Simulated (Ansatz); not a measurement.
# Ge (omega type): the cost of one run

Computed with Ansatz 0.2.0 (DFT, PBE, PAW with Ansatz's default frozen-core files, scalar-relativistic, unless a step's input says otherwise).

2 further runs of the same task are left out: 1 for a known fault of the program, 1 that didn't finish.

## (1) The structure to begin with

Symmetry: P6/mmm, No. 191, hexagonal system. Conventional cell: a = 4.735 Å, b = 4.735 Å, c = 2.936 Å, α = 90.00°, β = 90.00°, γ = 120.00°. Ge (site symmetry 6/mmm) is surrounded by 14 Ge at 2.94 to 3.10 Å. Ge (site symmetry -6m2) has 11 Ge at 2.73 to 3.10 Å as nearest neighbours.

Coordinates:

```
Ge
1.0
     4.73497    0.00000    0.00000
    -2.36749    4.10061    0.00000
     0.00000    0.00000    2.93568
Ge
3
Direct
  0.00000 0.00000 0.00000
  0.33333 0.66667 0.50000
  0.66667 0.33333 0.50000
```

Whether this phase is the stable one at these pressures isn't tested.

Atoms are numbered in the order of the input: Ge1, Ge2, Ge3.

## (2) Cell relaxed at zero pressure, PAW

The input, input.yaml:

```yaml
crystal:
  lattice:
    - [4.7349730502, 0.0, 0.0]
    - [-2.3674865251, 4.1006069477, 0.0]
    - [0.0, 0.0, 2.9356832911]
  atoms:
    - { symbol: Ge, position: [0.0, 0.0, 0.0] }
    - { symbol: Ge, position: [0.3333333333, 0.6666666667, 0.5] }
    - { symbol: Ge, position: [0.6666666667, 0.3333333333, 0.5] }
kpoints:
  mp_grid: { grid: [8, 8, 10] }
scf:
  occupations: { method: fermi_dirac, width: 0.08 }
hamiltonian:
  xc: pbe
  pseudopotentials: { kind: paw }
output:
  forces: true
  stress: true
relax:
  f_tol: 0.005
  max_steps: 40
  cell: {}
```

Launch:

```sh
$ ansatz run input.yaml --threads 1 --pin off --max-ram 3072MiB --backend cpu --events-out ev --progress --plain --runs-dir out
```

Q: Estimate wall time and peak memory on 1 thread of Arm Neoverse V1, shared host.

About 27 s, with a peak of 0.36 GiB.
